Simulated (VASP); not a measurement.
# Settings for Cu: self-consistent run

Cu, Fm-3m (no. 225), 1 atom in the cell. PBE; PAW potentials Cu (PBE set). VASP 6.6.1.

Wanted: energy within 1 meV/atom; forces within 0.005 eV/Å; pressure within 0.1 GPa.

POSCAR:
```
Cu
1.0
    0.0000000000      1.8075000000      1.8075000000
    1.8075000000      0.0000000000      1.8075000000
    1.8075000000      1.8075000000      0.0000000000
Cu
1
Direct
    0.0000000000      0.0000000000      0.0000000000
```

## FFT grids and symmetry tolerance typed by hand

| FFT grids and symmetry tolerance typed by hand | Energy less reference (meV/atom) | Forces, largest deviation (eV/Å) | Pressure (GPa) | SCF iterations | Time (s) |
|---|---|---|---|---|---|
| default | 0.0 | 0.0000 | 2.02 | 12 | 18 |
| NGX, NGY, NGZ = 26, 26, 26 | 0.0 | 0.0000 | 2.02 | 12 | 34 |
| NGX, NGY, NGZ = 16, 16, 16 | 0.0 | 0.0000 | 2.05 | 12 | 9.3 |
| NGX, NGY, NGZ = 14, 14, 14 | 0.0 | 0.0000 | 2.06 | 12 | 9.9 |
| NGX, NGY, NGZ = 12, 12, 12 | 0.0 | 0.0000 | 2.06 | 12 | 8.2 |
| NGXF, NGYF, NGZF = 30, 30, 30 | 0.0 | 0.0000 | 2.04 | 12 | 19 |
| NGXF, NGYF, NGZF = 58, 58, 58 | 0.0 | 0.0000 | 2.02 | 12 | 18 |
| SYMPREC = 0.001 | 0.0 | 0.0000 | 2.02 | 12 | 15 |
| SYMPREC = 1e-08 | 0.0 | 0.0000 | 2.02 | 12 | 16 |
| EWALD_CUTOFF = 2.0 | -3269.4 | 0.0000 | 122.82 | 12 | 18 |
| EWALD_CUTOFF = 8.0 | 0.0 | 0.0000 | 2.02 | 12 | 17 |

Chosen: default; NGX, NGY, NGZ = 12, 12, 12 would be accurate enough too and is faster here.

## The input

INCAR:
```
PREC = Accurate
ENCUT = 520
EDIFF = 1E-7
ISMEAR = 1
SIGMA = 0.1
LREAL = False
LASPH = True
ALGO = Normal
NELM = 100
ISIF = 2
LWAVE = False
LCHARG = False
```

KPOINTS:
```
k-points
0
Gamma
  11 11 11
```

Commands:
```
cat potpaw_PBE.64/Cu/POTCAR > POTCAR
mpirun -np 1 vasp_std > vasp.out
```

The chosen input took VASP 6.6.1 18 s on 1 core (AMD EPYC 7571), a shared host.

## An input that fails: an FFT grid typed too coarse

It runs to its end, but against the unchanged starting input it is off by 42.5 meV/atom in the energy, 0.0000 eV/Å in the forces, 0.30 GPa in the pressure.

Changes against the starting input:
```
+ NGX = 8
+ NGY = 8
+ NGZ = 8
```
